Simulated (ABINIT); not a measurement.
A run of ABINIT 10.8.3 (patched build) is set up as follows.

File run.abi:

```
# Datasets
ndtset 3

# Pseudopotentials
pp_dirpath "./"
pseudos "As.upf"

# Structure
acell 3*1.0 Angstrom
rprim
     1.8807968987     1.0858785957     3.5140619945
    -1.8807968987     1.0858785957     3.5140619945
     0.0000000000    -2.1717571915     3.5140619945
ntypat 1
znucl 33
natom 2
typat 1 1
xred
   0.2260000000   0.2260000000   0.2260000000
   0.7740000000   0.7740000000   0.7740000000

# Plane-wave basis
ecut 40.0

# k points
ngkpt 10 10 10
nshiftk 1
shiftk 0.0 0.0 0.0
istwfk *1

# Exchange and correlation
ixc 11

# Bands and occupations
occopt 3
tsmear 0.00183747

# SCF cycle
nstep 80

# Output
iomode 3
prteig 0
prtebands 0

# Dataset 1: ground state
nband1 19
tolvrs1 1.0e-12
prtden1 1
prtwf1 0
kptopt1 1

# Dataset 2: empty bands at fixed density
iscf2 -3
getden2 1
nband2 27
nbdbuf2 4
tolwfr2 1.0e-12
nstep2 120
prtden2 0
kptopt2 1

# Dataset 3: wave functions and velocity matrix elements in the full zone
optdriver3 8
wfk_task3 "wfk_optics_fullbz"
getwfk3 2
nband3 23
kptopt3 1
prtevk3 1
inclvkb3 2
```

optic.abi

```
&FILES
 ddkfile_1 = 'runo_DS3_1_EVK.nc',
 ddkfile_2 = 'runo_DS3_2_EVK.nc',
 ddkfile_3 = 'runo_DS3_3_EVK.nc',
 wfkfile = 'runo_DS3_WFK.nc'
/
&PARAMETERS
 broadening = 0.005512,
 domega = 0.002,
 maxomega = 0.8,
 scissor = 0.000000,
 tolerance = 0.002
/
&COMPUTATIONS
 num_lin_comp = 2,
 lin_comp = 11,33,
 num_nonlin_comp = 0
/
```

Potentials or basis: PseudoDojo NC SR PBE v0.4.1 standard.

Command:

```bash
$ abinit run.abi > log 2>&1
$ optic optic.abi > optic.log 2>&1
```

Problem. Predict the band gap on the k mesh.

Solution. None (metal or under the smearing width).

Problem. Predict the pressure.

Solution. 3.6 GPa.

Stress tensor (GPa, compression positive):
```
3.83 0.00 0.00
0.00 3.83 0.00
0.00 0.00 3.02
```
